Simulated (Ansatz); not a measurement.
**Relaxing Te**

The calculation used DFT r2SCAN, scalar-relativistic, plane waves, PAW (Ansatz). Cutoff 500 eV, Γ-centred k mesh, Gaussian smearing, no spin polarisation in the final step.

The start puts Te on the diamond structure type (Fd-3m, No. 227), at a guessed volume.

```yaml
crystal:
  lattice:
    - [0.00000, 3.36517, 3.36517]
    - [3.36517, 0.00000, 3.36517]
    - [3.36517, 3.36517, 0.00000]
  atoms:
    - { symbol: Te, position: [0.50000, 0.50000, 0.50000] }
    - { symbol: Te, position: [0.75000, 0.75000, 0.75000] }
```

Cell and atoms relax at zero pressure; the relaxation can't lower the symmetry of the start. After a coarse first stage the cell is made exact in the group found at 0.06 Å.

Energies count from the standard state of Te at the same level.

(1) What does it relax into?

(2) What are its volume, energy, density and gap?

## Answers

(1) It keeps Fd-3m (No. 227). The result has the diamond structure. Conventional cell: a = 7.148 Å. Te has 4 Te at 3.10 Å.

```
Te
1.0
     0.00000    3.57401    3.57401
     3.57401    0.00000    3.57401
     3.57401    3.57401    0.00000
Te
2
Cartesian
  3.5740 3.5740 3.5740
  5.3610 5.3610 5.3610
```

(2) The volume per atom is 45.65 Å³, the density is 4.64 g/cm³ and the energy over the standard structure is 0.54 eV/atom. The gap on the 14×14×14 mesh is 0 eV (a metal).

The final run used a 14×14×14 mesh on its 2-atom cell and 0.10 eV smearing. For metals, differences of a few meV/atom aren't resolved. Spin–orbit coupling is left out. Symmetry constrained the relaxation, so the result can be a saddle point.

This diamond-type form isn't the element's structure at ambient conditions.